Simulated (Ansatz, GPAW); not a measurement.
One calculation of BP, 3 ways

```xyz
2
Lattice="0.0000 2.2690 2.2690 2.2690 0.0000 2.2690 2.2690 2.2690 0.0000" Properties=species:S:1:pos:R:3 pbc="T T T"
P     3.4035    3.4035    3.4035
B     0.0000    0.0000    0.0000
```

Alike in all runs: task single point; functional PBE; k mesh 10 × 10 × 10; occupations gaussian, width 0.014 eV; no spin polarisation; no spin-orbit coupling. Pressure is positive in compression and, in plane waves, holds the error of the finite cutoff, which Ansatz's Pulay term estimates and takes out.

```csv
program and potentials,plane-wave cutoff (eV),notes,band gap (eV),pressure (GPa)
"Ansatz, Ansatz PAW",420,Pulay term of +0.13 GPa included,1.24,1.13
"GPAW, GPAW PAW data sets (gpaw-data 1.2.1)",800,-,1.24,1.38
"Ansatz, all-electron LAPW, scalar-relativistic",-,-,1.25,1.09
```

The band gap spans 1.24 (Ansatz, Ansatz PAW) to 1.25 eV (Ansatz, all-electron LAPW, scalar-relativistic), with all-electron results at 1.25. The pressure spans 1.09 (Ansatz, all-electron LAPW, scalar-relativistic) to 1.38 GPa (GPAW, GPAW PAW data sets (gpaw-data 1.2.1)), with all-electron results at 1.09. The gap is indirect and read on the mesh alone.

The functional is the same throughout but for its coding, so the spread measures potentials, basis and numerics; runs on potential files found faulty are left out.
